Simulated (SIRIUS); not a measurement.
Runs of SIRIUS 7.12.0 on SiO2. It takes space group I4/mmm (No. 139, tetragonal). The conventional cell has a = 8.944 Å, b = 8.944 Å, c = 5.224 Å, α = 90.00°, β = 90.00°, γ = 90.00°. Si (site symmetry m2m) has 4 O at 1.60 to 1.61 Å as nearest neighbours. O (site symmetry m2m) is surrounded by 2 Si at 1.61 Å. O (site symmetry 2/m) is surrounded by 2 Si at 1.60 Å. The cell comes from a database or a generator and needn't be the stable form of this composition.

| level | gap on the mesh (eV) | pressure (GPa) | largest force (eV/Å) |
| --- | --- | --- | --- |
| AM05 | 5.69 | 2.5 | 0.16 |
| BLYP | 5.49 | 5.4 | (b) |
| LDA | 5.25 | 1.7 | 0.12 |
| PBEsol | 5.54 | 2.3 | 0.15 |
| PBE | 5.50 | 3.3 | 0.19 |
| EV93PW91 | 5.48 | (a) | 0.32 |
| LDA-PZ | 5.25 | 1.8 | 0.13 |
| LDA-VWN | 5.26 | 1.6 | 0.12 |

Alike in all rows: task single point; potentials or basis PseudoDojo 0.4.1 PBE standard (scalar relativistic); no spin polarisation; cell as given; k mesh 3 × 3 × 3; cutoff (eV) 1152; smearing fermi-dirac 0.05 eV; the mesh is coarse, so values aren't converged.

Fill in the values left out.

(a) 6.6; (b) 0.24.

Caveats: all runs use coarse meshes; the potentials were made for another functional, which shifts forces and pressure (some runs); the potentials were made for a functional far from this one (some runs).

